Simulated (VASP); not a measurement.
# C (Fmmm) in VASP: a series of runs

Aim: see how the results for C move with the level of theory and the settings. Levels: vdW-DF, vdW-DF2, optB88-vdW, optB86b-vdW, rev-vdW-DF2. Tasks: single point.

All numbers are computed with VASP 6.6.1; they aren't measurements. Logs are shortened: lines on timing, memory, paths and dates and some standing lists are left out, and cuts for length are marked.

## 1. The crystal as given

The structure is orthorhombic, space group Fmmm (No. 69). Conventional cell: a = 2.461 Å, b = 4.263 Å, c = 6.708 Å, α = 90.00°, β = 90.00°, γ = 90.00°. Around C (site symmetry m2m) lie 3 C at 1.42 Å.

The cell was built by a generator and needn't be a form met in nature.

## 2. Single point, vdW-DF

Input file INCAR:

```
AGGAC = 0.0
ALGO = Normal
EDIFF = 1E-6
ENCUT = 520
GGA = RE
ISIF = 2
ISMEAR = -1
LASPH = True
LCHARG = True
LELF = True
LREAL = False
LUSE_VDW = True
LVHAR = True
LWAVE = False
NBANDS = 16
NELM = 80
PREC = Accurate
SIGMA = 0.05
```

Input file KPOINTS:

```
k-points
0
Gamma
  16 16 4
```

Input file POSCAR:

```
C
1.0
    2.4610000000      0.0000000000      0.0000000000
   -1.2305000000      2.1312885187      0.0000000000
    0.0000000000      0.0000000000      6.7080000000
C
4
Direct
    0.0000000000      0.0000000000      0.2500000000
    0.3333333333      0.6666666667      0.2500000000
    0.5000000000      0.0000000000      0.7500000000
    0.8333333333      0.6666666667      0.7500000000
```

Potentials or basis: VASP PAW PBE potentials, release 64 (C).

Launch:

```console
> cat potpaw_PBE.64/C/POTCAR > POTCAR
> mpirun -np 1 vasp_std > vasp.out
```

OUTCAR:

```text
EDIFF = 1E-6
   ENCUT = 520
   GGA = RE
   ISIF = 2
   ISMEAR = -1
   LASPH = True
   LREAL = False
   NELM = 80
   PREC = Accurate

 ion  position               nearest neighbor table
   1  0.000  0.000  0.250-   2 1.42   2 1.42   2 1.42
   2  0.333  0.667  0.250-   1 1.42   1 1.42   1 1.42
   3  0.500  0.000  0.750-   4 1.42   4 1.42   4 1.42
   4  0.833  0.667  0.750-   3 1.42   3 1.42   3 1.42

  LATTYP: Found a hexagonal cell.
 ALAT       =     2.4610000000
 C/A-ratio  =     2.7257212515

  Lattice vectors:

 A1 = (   2.4610000000,   0.0000000000,   0.0000000000)
 A2 = (  -1.2305000000,   2.1312885187,   0.0000000000)
 A3 = (   0.0000000000,   0.0000000000,   6.7080000000)

Analysis of symmetry for initial positions (statically):
=====================================================================
 Subroutine PRICEL returns following result:

  LATTYP: Found a face centered orthorhombic cell.
 ALAT       =     2.4610000000
 B/A-ratio  =     1.7320508076
 C/A-ratio  =     2.7257212515

  Lattice vectors:

 A1 = (   0.0000000000,   2.1312885187,  -3.3540000000)
 A2 = (  -1.2305000000,   0.0000000000,  -3.3540000000)
 A3 = (  -1.2305000000,   2.1312885187,   0.0000000000)

   2 primitive cells build up your supercell.

 Routine SETGRP: Setting up the symmetry group for a
 hexagonal supercell.

 Subroutine GETGRP returns: Found  8 space group operations
 (whereof  2 operations were pure point group operations)
 out of a pool of 24 trial point group operations.

The static configuration has the point symmetry C_1h.
 The point group associated with its full space group is D_2h.

Analysis of symmetry for dynamics (positions and initial velocities):
=====================================================================
 Subroutine PRICEL returns following result:

  LATTYP: Found a face centered orthorhombic cell.
 ALAT       =     2.4610000000
 B/A-ratio  =     1.7320508076
 C/A-ratio  =     2.7257212515

  Lattice vectors:

 A1 = (   0.0000000000,   2.1312885187,  -3.3540000000)
 A2 = (  -1.2305000000,   0.0000000000,  -3.3540000000)
 A3 = (  -1.2305000000,   2.1312885187,   0.0000000000)

   2 primitive cells build up your supercell.

 Routine SETGRP: Setting up the symmetry group for a
 hexagonal supercell.

 Subroutine GETGRP returns: Found  8 space group operations
 (whereof  2 operations were pure point group operations)
 out of a pool of 24 trial point group operations.

The dynamic configuration has the point symmetry C_1h.
 The point group associated with its full space group is D_2h.

 Subroutine INISYM returns: Found  8 space group operations
 (whereof  2 operations are pure point group operations),
 and found     2 'primitive' translations

----------------------------------------------------------------------------------------

                                     Primitive cell

  volume of cell :      17.5921

  direct lattice vectors                    reciprocal lattice vectors
     0.000000000  2.131288519 -3.354000000     0.406338887  0.234599866 -0.149075730
    -1.230500000  0.000000000 -3.354000000    -0.406338887 -0.234599866 -0.149075730
    -1.230500000  2.131288519  0.000000000    -0.406338887  0.234599866  0.149075730

  length of vectors
     3.973878049  3.572596570  2.461000000     0.492312869  0.492312869  0.492312869

  position of ions in fractional coordinates (direct lattice)
     0.750000000  0.750000000  0.250000000
     0.083333333  0.416666667  0.583333333

  ion indices of the primitive-cell ions
   primitive index   ion index
                 1           1
                 2           2

----------------------------------------------------------------------------------------

 KPOINTS: k-points

Automatic generation of k-mesh.
 Grid dimensions read from file:
 generate k-points for:   16   16    4

 Generating k-lattice:

  Cartesian coordinates                     Fractional coordinates (reciprocal lattice)
     0.025396180  0.014662492  0.000000000     0.062500000  0.000000000  0.000000000
     0.000000000  0.029324983  0.000000000     0.000000000  0.062500000  0.000000000
     0.000000000  0.000000000  0.037268933     0.000000000  0.000000000  0.250000000

  Length of vectors
     0.029324983  0.029324983  0.037268933

  Shift w.r.t. Gamma in fractional coordinates (k-lattice)
     0.000000000  0.000000000  0.000000000

 Subroutine IBZKPT returns following result:
 ===========================================

 Found    219 irreducible k-points:

 Following reciprocal coordinates:
            Coordinates               Weight
  0.000000  0.000000  0.000000      1.000000
  0.062500  0.000000  0.000000      4.000000
  0.000000  0.062500  0.000000      2.000000
  0.125000  0.000000  0.000000      4.000000
  0.000000  0.125000  0.000000      2.000000
  0.187500 -0.000000  0.000000      4.000000
[... 16 lines left out ...]
  0.187500  0.062500  0.000000      4.000000
 -0.062500  0.250000  0.000000      4.000000
 [... further k-points ...]
   k-points           NKPTS =    219   k-points in BZ     NKDIM =    219   number of bands    NBANDS=     16
   number of dos      NEDOS =    301   number of ions     NIONS =      4
   total plane-waves  NPLWV =  16200
   dimension x,y,z NGX =    18 NGY =   18 NGZ =   50
   dimension x,y,z NGXF=    36 NGYF=   36 NGZF=  100
   ions per type =               4
   NGX,Y,Z   is equivalent  to a cutoff of  12.16, 12.16, 12.39 a.u.
   NGXF,Y,Z  is equivalent  to a cutoff of  24.32, 24.32, 24.78 a.u.
 SYSTEM =  unknown system
   PREC   = accura    normal or accurate (medium, high low for compatibility)
   ISTART =      0    job   : 0-new  1-cont  2-samecut
   ICHARG =      2    charge: 1-file 2-atom 10-const
   ISPIN  =      1    spin polarized calculation?
   LNONCOLLINEAR =      F non collinear calculations
   LSORBIT =      F    spin-orbit coupling
   LASPH  =      T    aspherical Exc in radial PAW
   ENCUT  =  520.0 eV  38.22 Ry    6.18 a.u.   4.58  4.58 12.47*2*pi/ulx,y,z
   NELM   =     80;   NELMIN=  2; NELMDL= -5     # of ELM steps
   EDIFF  = 0.1E-05   stopping-criterion for ELM
   LREAL  =      F    real-space projection
   EDIFFG = 0.1E-04   stopping-criterion for IOM
   NSW    =      0    number of steps for IOM
   IBRION =     -1    ionic relax: 0-MD 1-quasi-New 2-CG
   NFREE  =      0    steps in history (QN), initial steepest desc. (CG)
   ISIF   =      2    stress and relaxation
   ISYM   =      2    0-nonsym 1-usesym 2-fastsym
   POTIM  = 0.5000    time-step for ionic-motion
   TEBEG  =    0.0;   TEEND  =   0.0 temperature during run
   PSTRESS=    0.0 pullay stress
   NELECT =      16.0000    total number of electrons
   NUPDOWN=      -1.0000    fix difference up-down
   EMIN   =  10.00;   EMAX   =-10.00  energy-range for DOS
   EFERMI =   0.00;   METHOD = LEGACY
   ISMEAR =    -1;   SIGMA  =   0.05  broadening in eV -4-tet -1-fermi 0-gaus
   EFERMI_NEDOS =   21; number of points for ismear=-14 and -15
   IALGO  =     38    algorithm
   IMIX   =      4    mixing-type and parameters
     AMIX     =   0.40;   BMIX     =  1.00
     AMIX_MAG =   1.60;   BMIX_MAG =  1.00
  volume/ion in A,a.u.               =       8.80        59.36
  Fermi-wavevector in a.u.,A,eV,Ry     =   1.258923  2.379020 21.563700  1.584887
  Thomas-Fermi vector in A             =   2.392508
   LORBIT       =      0    0 simple, 1 ext, 2 COOP (PROOUT), +10 PAW based schemes
   GGA     = RE    functional components
   LHFCALC =     F    Hartree Fock is set to
   AEXX    =    0.0000 exact exchange contribution
   IVDW_NL    =     1    kernel type
   BPARAM     = 6.3000
   IVDW    =     0    specifies the selected vdW correction
   LEPSILON=     F    determine dielectric tensor
   LRPA    =     F    only Hartree local field effects (RPA)
 non-spin polarized calculation
  energy-cutoff  :      520.00
  volume of cell :       35.18
 maximum number of plane-waves:       979
   NGX =  9   NGY =  9   NGZ = 25

 number of electron      15.9999994 magnetization

 Free energy of the ion-electron system (eV)
  ---------------------------------------------------
  ext. energy  EPLUGINS =         0.00000000
  ---------------------------------------------------
  free energy    TOTEN  =       -30.03867464 eV

  energy without entropy =      -30.03837469  energy(sigma->0) =      -30.03852467

 E-fermi :   4.6448     XC(G=0): -10.2350

 val. band max:        4.5089010802   @ k =   0.3125   0.3125   0.0000
 cond. band min:       4.7147485867   @ k =   0.3750   0.3125   0.0000
 fundamental gap:      0.2058475065
 Fermi energy:         4.6448441781

 k-point     1 :       0.0000    0.0000    0.0000
  band No.  band energies     occupation
      1     -14.9657      2.00000
      2     -14.6681      2.00000
      3      -3.7922      2.00000
      4      -1.8350      2.00000
      5       1.5760      2.00000
      6       1.5875      2.00000
[... 8 lines left out ...]
     15      16.1274      0.00000
     16      16.2704      0.00000

 k-point     2 :       0.0625    0.0000    0.0000
  band No.  band energies     occupation
      1     -14.8725      2.00000
      2     -14.5767      2.00000
      3      -3.6789      2.00000
      4      -1.7291      2.00000
      5       1.2084      2.00000
      6       1.2396      2.00000
[... 8 lines left out ...]
     15      15.7822      0.00000
     16      15.9693      0.00000

 k-point     3 :       0.0000    0.0625    0.0000
  band No.  band energies     occupation
      1     -14.8726      2.00000
      2     -14.5767      2.00000
      3      -3.6792      2.00000
      4      -1.7287      2.00000
      5       1.2142      2.00000
      6       1.2342      2.00000
[... 8 lines left out ...]
     15      15.8265      0.00000
     16      15.9265      0.00000
[... 362 lines left out ...]
 k-point    23 :       0.1875    0.0625    0.0000
  band No.  band energies     occupation
      1     -13.7631      2.00000
      2     -13.4874      2.00000
      3      -2.3382      2.00000
      4      -2.0154      2.00000
      5      -1.9417      2.00000
      6      -0.4863      2.00000
[... 8 lines left out ...]
     15      16.6461      0.00000
     16      16.8298      0.00000

 k-point    24 :      -0.0625    0.2500    0.0000
  band No.  band energies     occupation
      1     -13.7634      2.00000
      2     -13.4871      2.00000
      3      -2.3422      2.00000
      4      -2.0143      2.00000
      5      -1.9431      2.00000
      6      -0.4802      2.00000
[... 8 lines left out ...]
     15      16.7263      0.00000
     16      16.7553      0.00000

 [... further k-points ...]

------------------------ aborting loop because EDIFF is reached ----------------------------------------

  FORCE on cell =-STRESS in cart. coord.  units (eV):
  Direction    XX          YY          ZZ          XY          YZ          ZX
  --------------------------------------------------------------------------------------
  -------------------------------------------------------------------------------------
  Total        1.9407099      1.7753916      0.6262523     -0.0000000     -0.0000000      0.0000000
  in kB       88.3739534     80.8458702     28.5176036     -0.0000000     -0.0000000      0.0000000
  external PRESSURE =      65.9124757 kB  Pullay stress =       0.0000000 kB

 VOLUME and BASIS-vectors are now :
 -----------------------------------------------------------------------------
  energy-cutoff  :      520.00
  volume of cell :       35.18
      direct lattice vectors                 reciprocal lattice vectors
     2.461000000  0.000000000  0.000000000     0.406338887  0.234599866  0.000000000
    -1.230500000  2.131288519  0.000000000     0.000000000  0.469199731  0.000000000
     0.000000000  0.000000000  6.708000000     0.000000000  0.000000000  0.149075730

 POSITION                                       TOTAL-FORCE (eV/Angst)
 -----------------------------------------------------------------------------------
      0.00000      0.00000      1.67700        -0.000000      0.012170     -0.000000
     -0.00000      1.42086      1.67700         0.000000     -0.012170     -0.000000
      1.23050      0.00000      5.03100        -0.000000      0.012170     -0.000000
      1.23050      1.42086      5.03100         0.000000     -0.012170      0.000000
 -----------------------------------------------------------------------------------
    total drift:                                0.000000     -0.000000     -0.000000

  FREE ENERGIE OF THE ION-ELECTRON SYSTEM (eV)
  ---------------------------------------------------
  free  energy   TOTEN  =       -30.0386746367 eV

  energy  without entropy=      -30.0383746946  energy(sigma->0) =      -30.03852467

Total vdW correction in eV:      2.2269212
```

It took 72 s on 1 thread of Intel Xeon Platinum 8488C (Sapphire Rapids), shared host; peak memory 0.34 GiB.

Results:

```yaml
Free_energy: -30.0387 eV
Pressure: 6.6 GPa
Largest_force: 0.012 eV/Å
Band_gap_on_the_k_mesh: 0.21 eV
```

Forces in eV/Å, atoms in the order of the input:
```
C    0.000  0.012  0.000
C    0.000 -0.012  0.000
C    0.000  0.012  0.000
C    0.000 -0.012  0.000
```

Stress tensor (GPa, compression positive):
```
8.84 0.00 0.00
0.00 8.08 0.00
0.00 0.00 2.85
```

Levels at points of the mesh, in eV from the valence-band top:
```csv
k point,band 4,band 5,band 6,band 7,band 8,band 9,band 10,band 11,band 12,band 13
"(0.00, 0.00, 0.00)",-6.34,-2.93,-2.92,-2.91,-2.90,4.54,8.60,8.63,8.67,8.70
"(0.50, 0.00, 0.00)",-13.00,-6.25,-6.25,-2.25,-2.25,2.12,2.12,7.76,7.76,11.61
"(0.00, 0.50, 0.00)",-12.93,-6.28,-6.23,-2.83,-1.39,1.21,2.71,7.57,7.97,11.40
"(0.00, 0.00, 0.50)",-7.42,-2.92,-2.92,-2.91,-2.91,7.19,7.19,8.65,8.65,8.65
"(0.50, 0.00, 0.50)",-13.01,-6.25,-6.25,-2.16,-2.16,1.89,1.89,7.76,7.76,12.84
"(0.00, 0.50, 0.50)",-13.01,-6.25,-6.25,-2.16,-2.16,1.90,1.90,7.76,7.76,13.02
```

Caveat: the PAW data sets were made with another functional, which shifts forces and pressure a little. A k mesh can miss the band edges.

## 3. Single point, vdW-DF2

INCAR: that of step 2 with these lines changed.

```diff
@@ -4,3 +4,3 @@
 ENCUT = 520
-GGA = RE
+GGA = ML
 ISIF = 2
@@ -18 +18,2 @@
 SIGMA = 0.05
+ZAB_VDW = -1.8867
```

KPOINTS is that of step 2.

POSCAR is that of step 2.

Potentials or basis: VASP PAW PBE potentials, release 64 (C).

Launch:

```console
> cat potpaw_PBE.64/C/POTCAR > POTCAR
> mpirun -np 1 vasp_std > vasp.out
```

Run time: 75 s. Hardware: 1 thread of Intel Xeon Platinum 8488C (Sapphire Rapids), shared host; peak memory 0.34 GiB.

Results (log left out):

```
Free energy            : -30.4470 eV
Pressure               : 5.8 GPa
Largest force          : 0.010 eV/Å
Band gap on the k mesh : 0.18 eV
```

Forces in eV/Å, atoms in the order of the input:
```
C    0.000  0.010  0.000
C    0.000 -0.010  0.000
C    0.000  0.010  0.000
C    0.000 -0.010  0.000
```

Stress tensor (GPa, compression positive):
```
7.84 0.00 0.00
0.00 7.08 0.00
0.00 0.00 2.45
```

Levels at points of the mesh, in eV from the valence-band top:
| k point | band 6 | band 7 | band 8 | band 9 | band 10 | band 11 |
| --- | --- | --- | --- | --- | --- | --- |
| (0.00, 0.00, 0.00) | -3.01 | -3.00 | -2.99 | 4.20 | 8.62 | 8.66 |
| (0.50, 0.00, 0.00) | -6.29 | -2.25 | -2.25 | 2.10 | 2.10 | 7.88 |
| (0.00, 0.50, 0.00) | -6.26 | -2.84 | -1.37 | 1.16 | 2.71 | 7.68 |
| (0.00, 0.00, 0.50) | -3.01 | -3.01 | -3.01 | 6.85 | 6.85 | 8.67 |
| (0.50, 0.00, 0.50) | -6.29 | -2.15 | -2.15 | 1.86 | 1.86 | 7.88 |
| (0.00, 0.50, 0.50) | -6.29 | -2.16 | -2.16 | 1.87 | 1.87 | 7.88 |

Caveat: the PAW data sets were made with another functional, which shifts forces and pressure a little. A k mesh can miss the band edges.

## 4. Single point, optB88-vdW

INCAR: that of step 3 with these lines changed.

```diff
@@ -4,3 +4,3 @@
 ENCUT = 520
-GGA = ML
+GGA = BO
 ISIF = 2
@@ -16,4 +16,5 @@
 NELM = 80
+PARAM1 = 0.1833333333
+PARAM2 = 0.22
 PREC = Accurate
 SIGMA = 0.05
-ZAB_VDW = -1.8867
```

KPOINTS is that of step 3.

POSCAR is that of step 3.

Launch:

```console
> cat potpaw_PBE.64/C/POTCAR > POTCAR
> mpirun -np 1 vasp_std > vasp.out
```

Run time: 77 s. Hardware: 1 thread of Intel Xeon Platinum 8488C (Sapphire Rapids), shared host; peak memory 0.34 GiB.

The run converged. Its results:

```yaml
Free_energy: -32.1073 eV
Pressure: 1.8 GPa
Largest_force: 0.011 eV/Å
Band_gap_on_the_k_mesh: 0.18 eV
```

Forces in eV/Å, atoms in the order of the input:
```
C    0.000  0.011  0.000
C    0.000 -0.011  0.000
C    0.000  0.011  0.000
C    0.000 -0.011  0.000
```

Stress tensor (GPa, compression positive):
```
2.91 0.00 0.00
0.00 2.15 0.00
0.00 0.00 0.26
```

Levels at points of the mesh, in eV from the valence-band top:
```csv
k point,band 4,band 5,band 6,band 7,band 8,band 9,band 10,band 11,band 12,band 13
"(0.00, 0.00, 0.00)",-6.34,-2.93,-2.92,-2.91,-2.89,4.25,8.57,8.60,8.64,8.67
"(0.50, 0.00, 0.00)",-12.99,-6.25,-6.25,-2.27,-2.27,2.09,2.09,7.75,7.75,11.32
"(0.00, 0.50, 0.00)",-12.91,-6.28,-6.22,-2.86,-1.38,1.13,2.71,7.55,7.96,11.18
"(0.00, 0.00, 0.50)",-7.46,-2.91,-2.91,-2.91,-2.91,6.92,6.92,8.62,8.62,8.62
"(0.50, 0.00, 0.50)",-13.00,-6.25,-6.25,-2.17,-2.17,1.84,1.84,7.75,7.75,12.59
"(0.00, 0.50, 0.50)",-13.00,-6.25,-6.25,-2.17,-2.17,1.85,1.85,7.75,7.75,12.72
```

Caveat: the PAW data sets were made with another functional, which shifts forces and pressure a little.

[end of part 1 of 2]
